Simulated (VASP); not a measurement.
# C₂H₂O: harmonic vibrations of a molecule

C₂H₂O, molecule in box, 5 atoms in the cell. PBE, harmonic vibrations; PAW potentials C, O, H (PBE set).

## Input

INCAR.step1:
```
ALGO     = Normal         # electronic algorithm
EDIFF    = 1E-8           # SCF threshold, eV
EDIFFG   = -0.002         # ionic threshold
ENCUT    = 400            # plane-wave cutoff, eV
IBRION   = 2              # ionic algorithm
ISIF     = 2              # what is computed and relaxed
ISMEAR   = 0              # smearing method
ISYM     = 0            
LASPH    = T              # aspherical terms in the spheres
LCHARG   = F              # write CHGCAR
LREAL    = F              # projectors in reciprocal space
LWAVE    = F              # write WAVECAR
NELM     = 100            # most SCF steps
NSW      = 60             # ionic steps
POTIM    = 0.5            # step
PREC     = Accurate       # precision mode
SIGMA    = 0.01           # smearing width, eV
```

INCAR.step2, as INCAR.step1 but for:
```
- EDIFFG = -0.002
- IBRION = 2
- ISIF = 2
- NSW = 60
- POTIM = 0.5
+ IBRION = 5
+ NFREE = 2
+ NSW = 1
+ POTIM = 0.015
```

KPOINTS:
```
k-points
0
Gamma
  1 1 1
```

POSCAR.step1:
```
H2C2O
1.0
   12.0000000000      0.0000000000      0.0000000000
    0.0000000000     12.0000000000      0.0000000000
    0.0000000000      0.0000000000     11.0000000000
C O H
2 1 2
Direct
    0.4657291700      0.5127333300      0.4696818200
    0.5404875000      0.4536666700      0.5272454500
    0.6066291700      0.4014000000      0.5781727300
    0.3955375000      0.4713750000      0.4280090900
    0.4751708300      0.6021000000      0.4645818200
```

Commands (each step's output is kept before the next begins):
```
cat potpaw_PBE.64/C/POTCAR potpaw_PBE.64/O/POTCAR potpaw_PBE.64/H/POTCAR > POTCAR
cp INCAR.step1 INCAR
cp POSCAR.step1 POSCAR
mpirun -np 4 vasp_gam > vasp.out
cp CONTCAR POSCAR
cp INCAR.step2 INCAR
mpirun -np 4 vasp_gam > vasp.out
```

## Result

- Vibrations (cm⁻¹; a negative value is imaginary): 3210, 3120, 2169, 1351, 1139, 941, 558, 497, 420
- Zero-point energy (eV): 0.831
- Translations and rotations, which should read zero (cm⁻¹): -34, -26, -9, 2, 9, 27
- Vibrational entropy at 298 K (meV/K): 0.099
- Displaced cells: 30
- Ionic steps, all stages: 47
- Electronic steps, all stages: 836

VASP 6.6.1 took 856 s on 4 cores (Intel Xeon Platinum 8259CL @ 2.50GHz (Skylake/Cascade Lake)), a shared host.
